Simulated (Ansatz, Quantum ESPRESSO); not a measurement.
# LiF(001): dielectric constant from slabs in a field, part 4 of 7

Wanted: electronic and ionic screening from finite-field slabs, the first being LiF(001), 5 layers.

Quantum ESPRESSO 7.5; plane-wave DFT, PBE, GBRV ultrasoft pseudopotentials; geometry by Ansatz 0.2.0 with PAW datasets.

So far. Step 6 (Electrostatic potential, 5 layers): The slope in the vacuum is 0.100 eV/Å for an applied 0.10 V/Å, as it should be. Step 7 (Clamped-ion dielectric constant from the field inside …): ε = 0.1000 / 0.0490 = 2.04.

## (8) Relaxing the ions, 5 layers: ions relaxed in a field of 0.0 V/Å

For the ionic share, the slab is first relaxed tightly without a field, by the same code.

n5.r0.in

```
&control
  prefix = 'n5.r0'
  outdir = './out'
  pseudo_dir = './pseudo'
  nstep = 30
  forc_conv_thr = 5e-05
  calculation = 'relax'
  tefield = .true.
  dipfield = .true.
  etot_conv_thr = 1e-07
/
&system
  ibrav = 0
  nat = 10
  ntyp = 2
  ecutwfc = 40
  ecutrho = 200
  occupations = 'fixed'
  edir = 3
  emaxpos = 0.97
  eopreg = 0.04
  eamp = 0.0
/
&electrons
  conv_thr = 1e-10
  mixing_beta = 0.5
  electron_maxstep = 120
/
&ions
/
ATOMIC_SPECIES
  Li  6.9400  li_pbe_v1.4.uspp.F.UPF
  F   18.9984  f_pbe_v1.4.uspp.F.UPF
CELL_PARAMETERS angstrom
  2.87792459940000 0.00000000000000 0.00000000000000
  0.00000000000000 2.87792459940000 0.00000000000000
  0.00000000000000 0.00000000000000 24.14000000000000
ATOMIC_POSITIONS crystal
  Li  -0.000000000000 0.000000000000 0.333648074731
  F   0.500000000000 0.500000000000 0.330800501040
  Li  0.500000000000 0.500000000000 0.415377996905
  F   -0.000000000000 0.000000000000 0.415887482299
  Li  0.000000000000 0.000000000000 0.499999995967
  F   0.500000000000 0.500000000000 0.500000003334
  Li  0.500000000000 0.500000000000 0.584621995098
  F   -0.000000000000 0.000000000000 0.584112523338
  Li  0.000000000000 0.000000000000 0.666351917658
  F   0.500000000000 0.500000000000 0.669199509628
K_POINTS automatic
  8 8 1 0 0 0
```

Launch:

```console
OMP_NUM_THREADS=1 mpirun -n 4 pw.x -nk 4 -in n5.r0.in > n5.r0.out
```

Log:

```text
[banner, memory and clock lines left out]
Program PWSCF v.7.5 starts
[citation notice left out]

[...]
bravais-lattice index     =            0
     lattice parameter (alat)  =       5.4385  a.u.
     unit-cell volume          =    1349.2508 (a.u.)^3
     number of atoms/cell      =           10
     number of atomic types    =            2
     number of electrons       =        50.00
     number of Kohn-Sham states=           25
     kinetic-energy cutoff     =      40.0000  Ry
     charge density cutoff     =     200.0000  Ry
     scf convergence threshold =      1.0E-10
     mixing beta               =       0.5000
     number of iterations used =            8  plain     mixing
     energy convergence thresh.=      1.0E-07
     force convergence thresh. =      5.0E-05
     Exchange-correlation=  SLA  PW   PBX  PBC
                           (   1   4   3   4   0   0   0)
     nstep                     =           30

[...]
PseudoPot. # 1 for Li read from file:
     ./pseudo/li_pbe_v1.4.uspp.F.UPF
     Pseudo is Ultrasoft, Zval =  3.0
     Generated by new atomic code, or converted to UPF format
     Using radial grid of  751 points,  5 beta functions with:
                l(1) =   0
                l(2) =   0
                l(3) =   0
                l(4) =   1
                l(5) =   1
     Q(r) pseudized with 10 coefficients,  rinner =    1.150   1.150   1.150

     PseudoPot. # 2 for F  read from file:
     ./pseudo/f_pbe_v1.4.uspp.F.UPF
     Pseudo is Ultrasoft, Zval =  7.0
     Generated by new atomic code, or converted to UPF format
     Using radial grid of  799 points,  4 beta functions with:
                l(1) =   0
                l(2) =   0
                l(3) =   1
                l(4) =   1
     Q(r) pseudized with  8 coefficients,  rinner =    0.950   0.950   0.950

     atomic species   valence    mass     pseudopotential
     Li                3.00     6.94000     Li( 1.00)
     F                 7.00    18.99840     F ( 1.00)

     No symmetry found

[...]
number of k points=    34
[...]
Dense  grid:    64589 G-vectors     FFT dimensions: (  25,  25, 216)

     Smooth grid:    46059 G-vectors     FFT dimensions: (  24,  24, 192)

     Initial potential from superposition of free atoms

     starting charge      47.7463, renormalised to      50.0000

     negative rho (up, down):  3.204E-04 0.000E+00

     Adding external electric field

     Computed dipole along edir(3) :
        Dipole               -0.0000 Ry au,         -0.0000 Debye
        Dipole field         -0.0000 Ry au,

        Potential amp.        0.0000 Ry
        Total length         43.7933 bohr

     Starting wfcs are   45 randomized atomic wfcs

     per-process dynamical memory:    64.3 Mb

     Self-consistent Calculation

     iteration #  1     ecut=    40.00 Ry     beta= 0.50
     Davidson diagonalization with overlap
     ethr =  1.00E-02,  avg # of iterations =  1.8

     Threshold (ethr) on eigenvalues was too large:
     Diagonalizing with lowered threshold

     Davidson diagonalization with overlap
     ethr =  3.03E-04,  avg # of iterations =  2.1

     negative rho (up, down):  8.354E-05 0.000E+00

     Adding external electric field

     Computed dipole along edir(3) :
        Dipole               -0.0001 Ry au,         -0.0003 Debye
        Dipole field         -0.0000 Ry au,

        Potential amp.        0.0001 Ry
        Total length         43.7933 bohr

     total energy              =    -316.79332131 Ry
     estimated scf accuracy    <       0.16959103 Ry

     iteration #  2     ecut=    40.00 Ry     beta= 0.50
[...]
negative rho (up, down):  8.689E-05 0.000E+00

[...]
Dipole               -0.0001 Ry au,         -0.0002 Debye
[...]
total energy              =    -316.79932317 Ry
     estimated scf accuracy    <       0.02300129 Ry

     iteration #  3     ecut=    40.00 Ry     beta= 0.50
[...]
negative rho (up, down):  1.713E-04 0.000E+00

[...]
Dipole               -0.0000 Ry au,         -0.0001 Debye
[...]
total energy              =    -316.80049756 Ry
     estimated scf accuracy    <       0.00260889 Ry

     iteration #  4     ecut=    40.00 Ry     beta= 0.50
[...]
negative rho (up, down):  2.146E-04 0.000E+00

[...]
Dipole               -0.0001 Ry au,         -0.0002 Debye
[...]
total energy              =    -316.80124004 Ry
     estimated scf accuracy    <       0.00017722 Ry

     iteration #  5     ecut=    40.00 Ry     beta= 0.50
[...]
negative rho (up, down):  2.446E-04 0.000E+00

[...]
Dipole                0.0000 Ry au,          0.0000 Debye
[...]
total energy              =    -316.80130998 Ry
     estimated scf accuracy    <       0.00004399 Ry

     iteration #  6     ecut=    40.00 Ry     beta= 0.50
[...]
negative rho (up, down):  2.567E-04 0.000E+00

[...]
Dipole                0.0000 Ry au,          0.0000 Debye
[...]
total energy              =    -316.80132302 Ry
     estimated scf accuracy    <       0.00000248 Ry

[...]
iteration # 10     ecut=    40.00 Ry     beta= 0.50
[...]
negative rho (up, down):  2.667E-04 0.000E+00

[...]
Dipole                0.0000 Ry au,          0.0000 Debye
[...]
total energy              =    -316.80132327 Ry
     estimated scf accuracy    <          2.3E-09 Ry

     iteration # 11     ecut=    40.00 Ry     beta= 0.50
[...]
negative rho (up, down):  2.671E-04 0.000E+00

[...]
Dipole                0.0000 Ry au,          0.0000 Debye
[...]
total energy              =    -316.80132326 Ry
     estimated scf accuracy    <          1.2E-10 Ry

     iteration # 13     ecut=    40.00 Ry     beta= 0.50
[...]
negative rho (up, down):  2.674E-04 0.000E+00

[...]
Dipole                0.0000 Ry au,          0.0000 Debye
[...]
End of self-consistent calculation

          k = 0.0000 0.0000 0.0000 (  5835 PWs)   bands (ev):

   -45.3217 -45.3216 -45.2161 -45.2005 -45.1689 -24.1330 -23.9835 -23.6880
   -23.3803 -23.3631  -6.9155  -6.2371  -5.3357  -5.1640  -5.1640  -4.9308
    -4.9308  -4.6827  -4.5568  -4.5568  -4.3645  -4.2829  -4.2829  -4.2306
    -4.2306

          k = 0.0000 0.1250 0.0000 (  5817 PWs)   bands (ev):

   -45.3187 -45.3186 -45.2123 -45.1982 -45.1680 -24.0990 -23.9612 -23.6810
   -23.3692 -23.3555  -6.8117  -6.2161  -5.5238  -5.3145  -5.1006  -4.9732
    -4.9032  -4.8816  -4.5876  -4.5257  -4.4760  -4.4144  -4.2840  -4.2574
    -4.2155

[...]
highest occupied level (ev):    -4.1221

!    total energy              =    -316.80132326 Ry
     estimated scf accuracy    <          8.8E-12 Ry

     The total energy is the sum of the following terms:
     one-electron contribution =   -2907.23498273 Ry
     hartree contribution      =    1464.35304984 Ry
     xc contribution           =     -64.54077070 Ry
     ewald contribution        =    1190.62138033 Ry
     electric field correction =       0.00000000 Ry

     convergence has been achieved in  13 iterations

     Forces acting on atoms (cartesian axes, Ry/au):

     atom    1 type  1   force =     0.00000000   -0.00000001   -0.00005843
     atom    2 type  2   force =     0.00000000    0.00000001    0.00034462
     atom    3 type  1   force =    -0.00000001    0.00000000    0.00018404
     atom    4 type  2   force =     0.00000001   -0.00000001    0.00006611
     atom    5 type  1   force =    -0.00000000    0.00000001    0.00000004
     atom    6 type  2   force =    -0.00000003   -0.00000001   -0.00000006
     atom    7 type  1   force =     0.00000000   -0.00000000   -0.00018397
     atom    8 type  2   force =     0.00000001   -0.00000000   -0.00006621
     atom    9 type  1   force =     0.00000001    0.00000001    0.00005852
     atom   10 type  2   force =     0.00000001    0.00000000   -0.00034466

     Total force =     0.000566     Total SCF correction =     0.000006

     BFGS Geometry Optimization
     Energy error            =      3.2E-07 Ry
     Gradient error          =      3.4E-04 Ry/Bohr

     number of scf cycles    =   1
     number of bfgs steps    =   0

     energy             new  =    -316.8013232648 Ry

     new trust radius        =       0.0003446628 bohr
     new conv_thr            =            1.0E-10 Ry

ATOMIC_POSITIONS (crystal)
Li               0.0000000005       -0.0000000011        0.3336467938
F                0.5000000002        0.5000000024        0.3308080556
Li               0.4999999980        0.5000000007        0.4153820313
F                0.0000000013       -0.0000000027        0.4158889316
Li              -0.0000000001        0.0000000017        0.4999999968
F                0.4999999950        0.4999999979        0.5000000020
Li               0.5000000002        0.5000000000        0.5846179623
F                0.0000000019       -0.0000000008        0.5841110719
Li               0.0000000015        0.0000000012        0.6663532005
F                0.5000000016        0.5000000007        0.6691919542

[...]
NEW-OLD atomic charge density approx. for the potential

     negative rho (up, down):  2.673E-04 0.000E+00

     Adding external electric field

     Computed dipole along edir(3) :
        Dipole                0.0000 Ry au,          0.0000 Debye
        Dipole field          0.0000 Ry au,

        Potential amp.       -0.0000 Ry
        Total length         43.7933 bohr

     per-process dynamical memory:    75.2 Mb

[...]
!    total energy              =    -316.80132357 Ry
[...]
Total force =     0.000513     Total SCF correction =     0.000017
[...]
number of bfgs steps    =   1
[...]
energy             new  =    -316.8013235698 Ry
[...]
WARNING: bfgs curvature condition failed, Theta= 0.888
     new trust radius        =       0.0003791291 bohr
[...]
!    total energy              =    -316.80132387 Ry
[...]
Total force =     0.000458     Total SCF correction =     0.000002
[...]
number of bfgs steps    =   2
[...]
energy             new  =    -316.8013238743 Ry
[...]
new trust radius        =       0.0005686936 bohr
[...]
!    total energy              =    -316.80132428 Ry
[...]
Total force =     0.000396     Total SCF correction =     0.000002
[...]
number of bfgs steps    =   3
[...]
energy             new  =    -316.8013242764 Ry
[...]
new trust radius        =       0.0008530404 bohr
[...]
!    total energy              =    -316.80132478 Ry
[...]
Total force =     0.000350     Total SCF correction =     0.000002
[...]
number of bfgs steps    =   4
[...]
energy             new  =    -316.8013247798 Ry
[...]
new trust radius        =       0.0012795606 bohr
[...]
!    total energy              =    -316.80132939 Ry
[...]
Total force =     0.000254     Total SCF correction =     0.000010
[...]
number of bfgs steps    =  11
[...]
energy             new  =    -316.8013293871 Ry
[...]
new trust radius        =       0.0004020755 bohr
[...]
Self-consistent Calculation

     iteration #  1     ecut=    40.00 Ry     beta= 0.50
     Davidson diagonalization with overlap
     ethr =  1.00E-06,  avg # of iterations =  2.0

     Threshold (ethr) on eigenvalues was too large:
     Diagonalizing with lowered threshold

     Davidson diagonalization with overlap
     ethr =  2.16E-11,  avg # of iterations =  5.5

     negative rho (up, down):  2.698E-04 0.000E+00

     Adding external electric field

     Computed dipole along edir(3) :
        Dipole                0.0000 Ry au,          0.0000 Debye
        Dipole field          0.0000 Ry au,

        Potential amp.       -0.0000 Ry
        Total length         43.7933 bohr

     total energy              =    -316.80132951 Ry
     estimated scf accuracy    <       0.00000001 Ry

[...]
iteration #  5     ecut=    40.00 Ry     beta= 0.50
[...]
negative rho (up, down):  2.696E-04 0.000E+00

[...]
Dipole                0.0000 Ry au,          0.0000 Debye
[...]
End of self-consistent calculation

          k = 0.0000 0.0000 0.0000 (  5835 PWs)   bands (ev):

   -45.3180 -45.3179 -45.2099 -45.1932 -45.1626 -24.1364 -23.9830 -23.6900
   -23.3776 -23.3603  -6.9200  -6.2355  -5.3356  -5.1683  -5.1683  -4.9297
    -4.9297  -4.6800  -4.5568  -4.5568  -4.3644  -4.2799  -4.2799  -4.2272
    -4.2272

          k = 0.0000 0.1250 0.0000 (  5817 PWs)   bands (ev):

   -45.3150 -45.3150 -45.2060 -45.1909 -45.1617 -24.1023 -23.9606 -23.6831
   -23.3665 -23.3528  -6.8163  -6.2155  -5.5240  -5.3169  -5.1047  -4.9737
    -4.9023  -4.8804  -4.5854  -4.5258  -4.4728  -4.4118  -4.2827  -4.2545
    -4.2123

[...]
-45.2986 -45.2986 -45.1
```

Wall time 4.3 min (4 MPI ranks of Arm Neoverse V2, shared host); peak memory 0.44 GiB; 17 min of CPU time.

The steps of the relaxation:

```csv
step,energy less that of the first step (eV),largest force (eV/Å)
1,0.0000,0.0089
2,0.0000,0.0079
3,0.0000,0.0068
4,0.0000,0.0053
5,0.0000,0.0035
6,0.0000,0.0056
7,0.0000,0.0084
8,0.0000,0.0096
9,-0.0001,0.0099
10,-0.0001,0.0090
11,-0.0001,0.0058
12,-0.0001,0.0039
13,-0.0001,0.0029
14,-0.0001,0.0022
15,-0.0001,0.0020
16,-0.0001,0.0013
17,-0.0001,0.0011
```

The relaxed structure:

```
CELL_PARAMETERS angstrom
2.87792 0.00000 0.00000
0.00000 2.87792 0.00000
0.00000 0.00000 24.14000
ATOMIC_POSITIONS crystal
Li 0.00000 0.00000 0.33390
F 0.50000 0.50000 0.33109
Li 0.50000 0.50000 0.41558
F 0.00000 0.00000 0.41607
Li 0.00000 0.00000 0.50000
F 0.50000 0.50000 0.50000
Li 0.50000 0.50000 0.58442
F 0.00000 0.00000 0.58393
Li 0.00000 0.00000 0.66610
F 0.50000 0.50000 0.66891
```

Numbers from this step:

```
free energy                    : -4310.3017 eV
dipole along the normal        : 0 e·Å
valence top, on the run's zero : -4.121 eV
```

## (9) Electrostatic potential, 5 layers

n5.r0.pot.in

```
&inputpp
  prefix = 'n5.r0'
  outdir = './out'
  filplot = 'n5.r0.pot.dat'
  plot_num = 11
/
```

Launch:

```console
OMP_NUM_THREADS=1 mpirun -n 4 pp.x -in n5.r0.pot.in > n5.r0.pot.out
```

The job ended after 0.75 s (4 MPI ranks; peak memory 0.1 GiB; 2.7 s of CPU time).

Numbers from this step:

```
slope of the potential above                                          : 9.01e-6 eV/Å
upper vacuum line continued to the top atoms, over the valence top    : 7.664 eV
slope of the potential below                                          : -2.04e-5 eV/Å
lower vacuum line continued to the bottom atoms, over the valence top : 7.664 eV
vacuum level at the upper face over the valence top of the mesh       : 7.664 eV
vacuum level at the lower face over the valence top of the mesh       : 7.664 eV
```

(Continued in part 5 of 7.)

[Logs are printed without paths, hosts, clocks, repeated set-up lines and the standing remarks that a program may print on its own settings, such as how far it seeks lower states.]

[Hosts, paths, dates, database ids (printed as entryN), source tags and the programs' standing remarks are cut or masked in the printed files.]

[Maps of the electrostatic potential energy from Ansatz leave out the sawtooth potential of an applied field or a dipole correction, so their vacuum need not be flat; planar profiles and work functions include it.]
